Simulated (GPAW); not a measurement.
The system is CdSe (Cadmoselite).

```
Cd Se
1.0
     4.30000    0.00000    0.00000
    -2.15000    3.72391    0.00000
     0.00000    0.00000    7.02000
Cd Se
2 2
Direct
  0.66667 0.33333 0.50000
  0.33333 0.66667 0.00000
  0.66667 0.33333 0.88500
  0.33333 0.66667 0.38500
```

Program: GPAW 26.7.0. Alike in all runs: task band structure; spin SOC, no magnetisation; cell as given; k mesh 5 × 5 × 3; cutoff (eV) 600; smearing fermi-dirac 0.05 eV.

Q: Order these runs on this cell by their band gap on the k mesh, lowest first.
A. level mBEEF; potentials or basis GPAW PAW data sets (gpaw-data 1.2.1), pw; band points 80; spin axis theta (degrees) 54.7; spin axis phi (degrees) 45
B. level revPBE; potentials or basis the program's PAW data sets (release 1.2.1) made for this functional, pw; band points 100; spin axis theta (degrees) 90; spin axis phi (degrees) 45
C. level M06-L; potentials or basis GPAW PAW data sets (gpaw-data 1.2.1), pw; band points 100; spin axis theta (degrees) 0; spin axis phi (degrees) 0
D. level vdW-DF-cx; potentials or basis GPAW PAW data sets (gpaw-data 1.2.1), pw; band points 100; spin axis theta (degrees) 90; spin axis phi (degrees) 45

A: D (0.51 eV), B (0.70 eV), C (1.01 eV), A (1.25 eV).

Caveats: spin-orbit coupling was added after a scalar SCF, so levels and gaps hold it while energy, forces, pressure and moments don't; this program's spin-orbit splittings come out too wide for heavy elements.

Runs at the PBE level aren't shown here.
